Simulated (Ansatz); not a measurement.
# K: levels along high-symmetry lines

```
K
1.0
     0.00000    3.39187    3.39187
     3.39187    0.00000    3.39187
     3.39187    3.39187    0.00000
K
1
Direct
  0.00000 0.00000 0.00000
```

The cell is the one relaxed in the Materials Project (mp-10157), not relaxed further here; entries there can be hypothetical.

The calculation used DFT, PBE, all-electron LAPW, scalar-relativistic (Ansatz 0.2.0).

Numerical set-up: a Γ-centred 11×11×11 k mesh, Fermi–Dirac smearing of 0.05 eV, basis error target 1 meV/atom, no spin polarisation.

Points in fractions of the reciprocal vectors of this cell: Γ (0, 0, 0), X (0.5, 0, 0.5), U (0.625, 0.25, 0.625), K (0.375, 0.375, 0.75), L (0.5, 0.5, 0.5), W (0.5, 0.25, 0.75). The path joins them by straight lines in the order Γ–X–U–K–Γ–L–W–X; legs that retrace an earlier one aren't tabulated. Energies are in eV from the Fermi level.

(1) List the levels at W between -5 and 2.5 eV.

(2) List the levels at Γ between -5 and 2.5 eV.

(3) List the levels at L between -5 and 2.5 eV.

(4) What is the band gap?

Results:

(1) 1.42, 1.67 (×2).

(2) -2.09.

(3) 0.30, 0.51.

(4) none: with an odd electron count and no spin polarisation the bands can't all be full, a metal in this set-up (spin order or a larger cell could open a gap).
